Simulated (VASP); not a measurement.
Set up this calculation in VASP 6.6.1, as the native input.

- Task: single point
- Functional: PBE
- Potentials or basis: VASP PAW PBE potentials, release 64 (Zn, Ge_d, N)
- Cutoff: 520 eV
- k mesh: 18 × 18 × 6
- Occupations: gaussian, width 0.1 eV
- Spin: no spin polarisation
- Dipole correction: no
- Further INCAR settings: ALGO = Fast; EDIFF = 1e-06; NBANDS = 30

The structure of Zn2GeN lies in POSCAR:

```
Zn2GeN
1.0
    3.2415437877      0.0000000000      0.0000000000
   -1.6207718939      2.8072592677      0.0000000000
    0.0000000000      0.0000000000      7.4171837761
Zn Ge N
2 1 1
Direct
    0.0000000000      0.0000000000      0.7555898922
    0.0000000000      0.0000000000      0.2444101078
    0.6666666667      0.3333333333      0.5000000000
    0.0000000000      0.0000000000      0.0000000000
```

The cell was built by a generator and needn't be a form met in nature.

These files were run (other wordings do the same):

INCAR

```
PREC     = Accurate       # precision mode
ENCUT    = 520            # plane-wave cutoff, eV
EDIFF    = 1E-6           # SCF threshold, eV
ISMEAR   = 0              # smearing method
SIGMA    = 0.1            # smearing width, eV
LREAL    = False          # projectors in reciprocal space
LASPH    = True           # aspherical terms in the spheres
NELM     = 100            # most SCF steps
ALGO     = Fast           # electronic algorithm
ISIF     = 2              # what is computed and relaxed
LWAVE    = False          # write WAVECAR
LCHARG   = False          # write CHGCAR
GGA      = PE             # functional
NBANDS   = 30             # bands
```

KPOINTS

```
Automatic mesh
0
Gamma
  18 18 6
```

Potentials or basis: VASP PAW PBE potentials, release 64 (Zn, Ge_d, N).

Run with:

```bash
$ cat potpaw_PBE.64/Zn/POTCAR potpaw_PBE.64/Ge_d/POTCAR potpaw_PBE.64/N/POTCAR > POTCAR
$ mpirun -np 1 vasp_std > vasp.out
```

It gave:

```yaml
Pressure: 0.4 GPa
Largest_force: 0.103 eV/Å
Band_gap_on_the_k_mesh: none (metal or under the smearing width)
```

Wall time 3.9 min on 1 thread of Intel(R) Xeon(R) Platinum 8488C (Sapphire Rapids), on a shared host, peak memory 0.39 GiB.
